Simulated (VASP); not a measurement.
# Be in VASP: further runs

One sheet, Be, is run at these levels: PBE; tasks: single point.

Everything below comes from runs of VASP 6.6.1. Logs are shortened: lines on timing, memory, paths and dates and some standing lists are left out, and cuts for length are marked.

## Step 1: The sheet as given

The cell holds a sheet with vacuum, 2 atoms: a = 3.671 Å, b = 3.671 Å, c = 23.800 Å, α = 90.00°, β = 90.00°, γ = 120.00°.

The cell was built by a generator and needn't be a form met in nature.

## Step 2: Single point, PBE

INCAR reads:

```
ALGO = Normal
DIPOL = 0.5 0.5 0.294
EDIFF = 1E-7
ENCUT = 520
GGA = PE
IDIPOL = 3
ISIF = 2
ISMEAR = 0
LASPH = T
LCHARG = F
LDIPOL = T
LREAL = F
LWAVE = F
NBANDS = 9
NELM = 100
PREC = Accurate
SIGMA = 0.1
```

KPOINTS reads:

```
k-points
0
Gamma
  18 18 1
```

POSCAR reads:

```
Be
1.0
    3.6708244540      0.0000003713      0.0000000000
   -1.8354125486      3.1790270443      0.0000000000
    0.0000000000      0.0000000000     23.8000000000
Be
2
Direct
    0.3333333333      0.6666666667      0.2941176471
    0.6666666667      0.3333333333      0.2941176471
```

Potentials or basis: VASP PAW PBE potentials, release 64 (Be).

Command:

```sh
$ cat potpaw_PBE.64/Be/POTCAR > POTCAR
$ mpirun -np 1 vasp_std > vasp.out
```

OUTCAR:

```text
EDIFF = 1E-7
   ENCUT = 520
   GGA = PE
   ISIF = 2
   ISMEAR = 0
   LASPH = T
   LREAL = F
   NELM = 100
   PREC = Accurate

 ion  position               nearest neighbor table
   1  0.333  0.667  0.294-   2 2.12   2 2.12   2 2.12
   2  0.667  0.333  0.294-   1 2.12   1 2.12   1 2.12

  LATTYP: Found a hexagonal cell.
 ALAT       =     3.6708244540
 C/A-ratio  =     6.4835571132

  Lattice vectors:

 A1 = (   3.6708244540,   0.0000003713,   0.0000000000)
 A2 = (  -1.8354125486,   3.1790270443,   0.0000000000)
 A3 = (   0.0000000000,   0.0000000000,  23.8000000000)

Analysis of symmetry for initial positions (statically):
=====================================================================
 Subroutine PRICEL returns:
 Original cell was already a primitive cell.

 Routine SETGRP: Setting up the symmetry group for a
 hexagonal supercell.

 Subroutine GETGRP returns: Found 24 space group operations
 (whereof 12 operations were pure point group operations)
 out of a pool of 24 trial point group operations.

The static configuration has the point symmetry C_6v.
 The point group associated with its full space group is D_6h.

Analysis of symmetry for dynamics (positions and initial velocities):
=====================================================================
 Subroutine PRICEL returns:
 Original cell was already a primitive cell.

 Routine SETGRP: Setting up the symmetry group for a
 hexagonal supercell.

 Subroutine GETGRP returns: Found 24 space group operations
 (whereof 12 operations were pure point group operations)
 out of a pool of 24 trial point group operations.

The dynamic configuration has the point symmetry C_6v.
 The point group associated with its full space group is D_6h.

 Subroutine INISYM returns: Found 24 space group operations
 (whereof 12 operations are pure point group operations),
 and found     1 'primitive' translations

----------------------------------------------------------------------------------------

                                     Primitive cell

  volume of cell :     277.7377

  direct lattice vectors                    reciprocal lattice vectors
     3.670824454  0.000000371  0.000000000     0.272418350  0.157280845  0.000000000
    -1.835412549  3.179027044  0.000000000    -0.000000032  0.314561634  0.000000000
     0.000000000  0.000000000 23.800000000     0.000000000  0.000000000  0.042016807

  length of vectors
     3.670824454  3.670824454 23.800000000     0.314561634  0.314561634  0.042016807

  position of ions in fractional coordinates (direct lattice)
     0.333333333  0.666666667  0.294117647
     0.666666667  0.333333333  0.294117647

  ion indices of the primitive-cell ions
   primitive index   ion index
                 1           1
                 2           2

----------------------------------------------------------------------------------------

 KPOINTS: k-points

Automatic generation of k-mesh.
 Grid dimensions read from file:
 generate k-points for:   18   18    1

 Generating k-lattice:

  Cartesian coordinates                     Fractional coordinates (reciprocal lattice)
     0.015134353  0.008737825  0.000000000     0.055555556 -0.000000000  0.000000000
    -0.000000002  0.017475646  0.000000000     0.000000000  0.055555556  0.000000000
     0.000000000  0.000000000  0.042016807     0.000000000  0.000000000  1.000000000

  Length of vectors
     0.017475646  0.017475646  0.042016807

  Shift w.r.t. Gamma in fractional coordinates (k-lattice)
     0.000000000  0.000000000  0.000000000

 Subroutine IBZKPT returns following result:
 ===========================================

 Found     37 irreducible k-points:

 Following reciprocal coordinates:
            Coordinates               Weight
  0.000000  0.000000  0.000000      1.000000
  0.055556 -0.000000  0.000000      6.000000
  0.111111 -0.000000  0.000000      6.000000
  0.166667  0.000000  0.000000      6.000000
  0.222222 -0.000000  0.000000      6.000000
  0.277778 -0.000000  0.000000      6.000000
[... 16 lines left out ...]
  0.333333  0.111111  0.000000     12.000000
  0.388889  0.111111  0.000000     12.000000
 [... further k-points ...]
   k-points           NKPTS =     37   k-points in BZ     NKDIM =     37   number of bands    NBANDS=      9
   number of dos      NEDOS =    301   number of ions     NIONS =      2
   total plane-waves  NPLWV = 141120
   dimension x,y,z NGX =    28 NGY =   28 NGZ =  180
   dimension x,y,z NGXF=    56 NGYF=   56 NGZF=  360
   ions per type =               2
   NGX,Y,Z   is equivalent  to a cutoff of  12.68, 12.68, 12.57 a.u.
   NGXF,Y,Z  is equivalent  to a cutoff of  25.36, 25.36, 25.15 a.u.
 SYSTEM =  unknown system
   PREC   = accura    normal or accurate (medium, high low for compatibility)
   ISTART =      0    job   : 0-new  1-cont  2-samecut
   ICHARG =      2    charge: 1-file 2-atom 10-const
   ISPIN  =      1    spin polarized calculation?
   LNONCOLLINEAR =      F non collinear calculations
   LSORBIT =      F    spin-orbit coupling
   LASPH  =      T    aspherical Exc in radial PAW
   ENCUT  =  520.0 eV  38.22 Ry    6.18 a.u.   6.83  6.83 44.25*2*pi/ulx,y,z
   NELM   =    100;   NELMIN=  2; NELMDL= -5     # of ELM steps
   EDIFF  = 0.1E-06   stopping-criterion for ELM
   LREAL  =      F    real-space projection
   EDIFFG = 0.1E-05   stopping-criterion for IOM
   NSW    =      0    number of steps for IOM
   IBRION =     -1    ionic relax: 0-MD 1-quasi-New 2-CG
   NFREE  =      0    steps in history (QN), initial steepest desc. (CG)
   ISIF   =      2    stress and relaxation
   ISYM   =      2    0-nonsym 1-usesym 2-fastsym
   POTIM  = 0.5000    time-step for ionic-motion
   TEBEG  =    0.0;   TEEND  =   0.0 temperature during run
   PSTRESS=    0.0 pullay stress
   NELECT =       4.0000    total number of electrons
   NUPDOWN=      -1.0000    fix difference up-down
   EMIN   =  10.00;   EMAX   =-10.00  energy-range for DOS
   EFERMI =   0.00;   METHOD = LEGACY
   ISMEAR =     0;   SIGMA  =   0.10  broadening in eV -4-tet -1-fermi 0-gaus
   EFERMI_NEDOS =   21; number of points for ismear=-14 and -15
   IALGO  =     38    algorithm
   IMIX   =      4    mixing-type and parameters
     AMIX     =   0.40;   BMIX     =  1.00
     AMIX_MAG =   1.60;   BMIX_MAG =  1.00
  volume/ion in A,a.u.               =     138.87       937.13
  Fermi-wavevector in a.u.,A,eV,Ry     =   0.398306  0.752689  2.158530  0.158647
  Thomas-Fermi vector in A             =   1.345743
   LORBIT       =      0    0 simple, 1 ext, 2 COOP (PROOUT), +10 PAW based schemes
   GGA     = PE    functional components
   LHFCALC =     F    Hartree Fock is set to
   AEXX    =    0.0000 exact exchange contribution
   IVDW    =     0    specifies the selected vdW correction
   LEPSILON=     F    determine dielectric tensor
   LRPA    =     F    only Hartree local field effects (RPA)
 non-spin polarized calculation
 Gauss-broadening in eV      SIGMA  =   0.10
  energy-cutoff  :      520.00
  volume of cell :      277.74
 maximum number of plane-waves:      7520
 NGX is ok and might be reduce to    28
   NGX = 13   NGY = 13   NGZ = 89

 dipolmoment           0.000000      0.000000     -0.000001 electrons x Angstroem

 number of electron       4.0000000 magnetization

 dipolmoment           0.000000      0.000000      0.000001 electrons x Angstroem

 Free energy of the ion-electron system (eV)
  ---------------------------------------------------
  ext. energy  EPLUGINS =         0.00000000
  ---------------------------------------------------
  free energy    TOTEN  =        -3.31139140 eV

  energy without entropy =       -3.30398572  energy(sigma->0) =       -3.30768856

 E-fermi :  -3.7695     XC(G=0):  -1.5307

 val. band max:       -3.7883668549   @ k =   0.1667   0.0556   0.0000
 cond. band min:      -3.7450139476   @ k =   0.3889   0.1667   0.0000
 fundamental gap:      0.0433529073
 Fermi energy:        -3.7694608555

 k-point     1 :       0.0000    0.0000    0.0000
  band No.  band energies     occupation
      1      -9.1150      2.00000
      2      -4.3296      2.00000
      3      -1.0251      0.00000
      4      -1.0251      0.00000
      5       0.1084      0.00000
      6       0.6249      0.00000
      7       0.8891      0.00000
      8       1.6095      0.00000
      9       1.8868      0.00000

 k-point     2 :       0.0556   -0.0000    0.0000
  band No.  band energies     occupation
      1      -9.0803      2.00000
      2      -4.2876      2.00000
      3      -1.1827      0.00000
      4      -1.1135      0.00000
      5       0.1529      0.00000
      6       0.6702      0.00000
      7       0.9348      0.00000
      8       1.6547      0.00000
      9       1.9315      0.00000

 k-point     3 :       0.1111   -0.0000    0.0000
  band No.  band energies     occupation
      1      -8.9762      2.00000
      2      -4.1621      2.00000
      3      -1.6107      0.00000
      4      -1.3429      0.00000
      5       0.2865      0.00000
      6       0.8059      0.00000
      7       1.0718      0.00000
      8       1.7904      0.00000
      9       2.0658      0.00000
[... 229 lines left out ...]
 k-point    23 :       0.3333    0.1111    0.0000
  band No.  band energies     occupation
      1      -7.3397      2.00000
      2      -4.9991      2.00000
      3      -3.1235      0.00000
      4      -2.2616      0.00000
      5       1.0123      0.00000
      6       2.4181      0.00000
      7       2.9658      0.00000
      8       3.2642      0.00000
      9       3.7620      0.00000

 k-point    24 :       0.3889    0.1111    0.0000
  band No.  band energies     occupation
      1      -6.8451      2.00000
      2      -5.6491      2.00000
      3      -3.2316      0.00000
      4      -1.7867      0.00000
      5       0.3559      0.00000
      6       3.0763      0.00000
      7       3.6140      0.00000
      8       3.7137      0.00000
      9       3.9516      0.00000

 [... further k-points ...]

------------------------ aborting loop because EDIFF is reached ----------------------------------------

 vacuum level on the upper side and lower side of the slab       (xc-potential included)        -0.007        -0.007

  FORCE on cell =-STRESS in cart. coord.  units (eV):
  Direction    XX          YY          ZZ          XY          YZ          ZX
  --------------------------------------------------------------------------------------
  -------------------------------------------------------------------------------------
  Total        0.0172752      0.0172752     -0.0006451     -0.0000000      0.0000000      0.0000000
  in kB        0.0996548      0.0996548     -0.0037211     -0.0000000      0.0000000      0.0000000
  external PRESSURE =       0.0651962 kB  Pullay stress =       0.0000000 kB

 VOLUME and BASIS-vectors are now :
 -----------------------------------------------------------------------------
  energy-cutoff  :      520.00
  volume of cell :      277.74
      direct lattice vectors                 reciprocal lattice vectors
     3.670824454  0.000000371  0.000000000     0.272418350  0.157280845  0.000000000
    -1.835412549  3.179027044  0.000000000    -0.000000032  0.314561634  0.000000000
     0.000000000  0.000000000 23.800000000     0.000000000  0.000000000  0.042016807

 POSITION                                       TOTAL-FORCE (eV/Angst)
 -----------------------------------------------------------------------------------
     -0.00000      2.11935      7.00000         0.000000     -0.000000     -0.000000
      1.83541      1.05968      7.00000        -0.000000      0.000000      0.000000
 -----------------------------------------------------------------------------------
    total drift:                                0.000000      0.000000      0.000003

  FREE ENERGIE OF THE ION-ELECTRON SYSTEM (eV)
  ---------------------------------------------------
  free  energy   TOTEN  =        -3.3113913986 eV

  energy  without entropy=       -3.3039857204  energy(sigma->0) =       -3.30768856

 vacuum level on the upper side and lower side of the slab         0.722         0.722
```

Wall time 70 s (1 thread of Intel Xeon Platinum 8559C (Emerald Rapids), shared host); peak memory 0.37 GiB.

Results:

* Free energy: -3.3114 eV
* Band gap on the k mesh: none (metal or under the smearing width)

Levels at points of the mesh, in eV from the Fermi level:
| k point | band 1 | band 2 | band 3 | band 4 | band 5 | band 6 | band 7 |
| --- | --- | --- | --- | --- | --- | --- | --- |
| (0.00, 0.00, 0.00) | -5.35 | -0.56 | 2.74 | 2.74 | 3.88 | 4.39 | 4.66 |
| (0.50, 0.00, 0.00) | -2.72 | -2.48 | 0.99 | 2.10 | 3.80 | 6.82 | 7.43 |

## Step 3: Single point, PBE

This run uses another cell than the first one, of 135.80 Å³/atom, 0.978 times its volume.

INCAR reads:

```
PREC = Accurate
ENCUT = 520
EDIFF = 1E-7
ISMEAR = 0
SIGMA = 0.1
LREAL = F
LASPH = T
NELM = 100
ALGO = Normal
ISIF = 2
LWAVE = F
LCHARG = T
LDIPOL = T
IDIPOL = 3
DIPOL = 0.5 0.5 0.294
GGA = PE
LELF = T
LVHAR = T
LVACPOTAV = T
NBANDS = 9
```

KPOINTS reads:

```
Automatic mesh
0
Gamma
  18 18 1
```

POSCAR reads:

```
Be
1.0
    3.6300880606      0.0000003672      0.0000000000
   -1.8150443483      3.1437482949      0.0000000000
    0.0000000000      0.0000000000     23.8000000000
Be
2
Direct
    0.3333333333      0.6666666667      0.2941176471
    0.6666666667      0.3333333333      0.2941176471
```

Potentials or basis: VASP PAW PBE potentials, release 64 (Be).

Command:

```sh
$ cat potpaw_PBE.64/Be/POTCAR > POTCAR
$ mpirun -np 1 vasp_std > vasp.out
```

Wall time 75 s (1 thread of Intel Xeon Platinum 8559C (Emerald Rapids), shared host); peak memory 0.39 GiB.

Results (log left out):

* Free energy: -3.3074 eV
* Band gap on the k mesh: none (metal or under the smearing width)
* Work function of the upper face: 4.55 eV
* Work function of the lower face: 4.55 eV

Levels at points of the mesh, in eV from the Fermi level:
| k point | band 1 | band 2 | band 3 | band 4 | band 5 |
| --- | --- | --- | --- | --- | --- |
| (0.00, 0.00, 0.00) | -5.40 | -0.60 | 2.83 | 2.83 | 3.91 |
| (0.50, 0.00, 0.00) | -2.70 | -2.51 | 1.02 | 2.14 | 3.86 |

## Step 4: Single point, PBE

This run uses another cell than the first one, of 49.38 Å³/atom, 0.356 times its volume.

INCAR reads:

```
SYSTEM = Be
PREC     = Accurate       ! precision mode
ENCUT    = 520            ! plane-wave cutoff, eV
EDIFF    = 1E-7           ! SCF threshold, eV
ISMEAR   = 0              ! smearing method
SIGMA    = 0.1            ! smearing width, eV
LREAL    = .False.        ! projectors in reciprocal space
LASPH    = .True.         ! aspherical terms in the spheres
NELM     = 100            ! most SCF steps
ALGO     = Normal         ! electronic algorithm
ISIF     = 2              ! what is computed and relaxed
LWAVE    = .False.        ! write WAVECAR
LCHARG   = .False.        ! write CHGCAR
LDIPOL   = .True.       
IDIPOL   = 3            
DIPOL    = 0.5 0.5 0.500
GGA      = PE             ! functional
NBANDS   = 9              ! bands
```

KPOINTS reads:

```
Automatic mesh
0
Gamma
  6 6 1
  0 0 0
```

POSCAR reads:

```
Be
1.0
    2.8539450000      0.0000000000      0.0000000000
   -1.4269730000      2.4715890000      0.0000000000
    0.0000000000      0.0000000000     14.0000000000
Be
2
Direct
    0.3333333300      0.6666666700      0.5000000000
    0.6666666700      0.3333333300      0.5000000000
```

Command:

```sh
$ cat potpaw_PBE.64/Be/POTCAR > POTCAR
$ mpirun -np 1 vasp_std > vasp.out
```

It took 11 s on 1 thread of Intel Xeon Platinum 8559C (Emerald Rapids), shared host; peak memory 0.21 GiB.

Results (log left out):

```yaml
Free_energy: -0.8954 eV
Band_gap_on_the_k_mesh: none (metal or under the smearing width)
```

Levels at points of the mesh, in eV from the Fermi level:
| k point | band 1 | band 2 | band 3 | band 4 | band 5 | band 6 | band 7 |
| --- | --- | --- | --- | --- | --- | --- | --- |
| (0.00, 0.00, 0.00) | -7.09 | -2.28 | 4.39 | 4.92 | 4.92 | 5.31 | 5.97 |
| (0.50, 0.00, 0.00) | -3.99 | -2.14 | 1.58 | 2.53 | 4.88 | 10.18 | 10.33 |

Caveat: the k mesh is coarse (spacing up to 0.42 Å⁻¹), so the values aren't converged.

## Step 5: Overview

```csv
cell,k mesh,mesh quality,gap on the mesh (eV)
"P6/mmm, 138.87 Å³/atom",18 × 18 × 1,not flagged,none
"P6/mmm, 135.8 Å³/atom",18 × 18 × 1,not flagged,none
"P6/mmm, 49.38 Å³/atom",6 × 6 × 1,coarse,none
```

Alike in all rows: task single point; level PBE; potentials or basis VASP PAW PBE potentials, release 64 (Be); no spin polarisation; cutoff (eV) 520; smearing gaussian 0.1 eV.

Caveats: some runs use coarse meshes.

Total energies depend on the potentials used, so only differences within one code and one set of settings carry meaning.
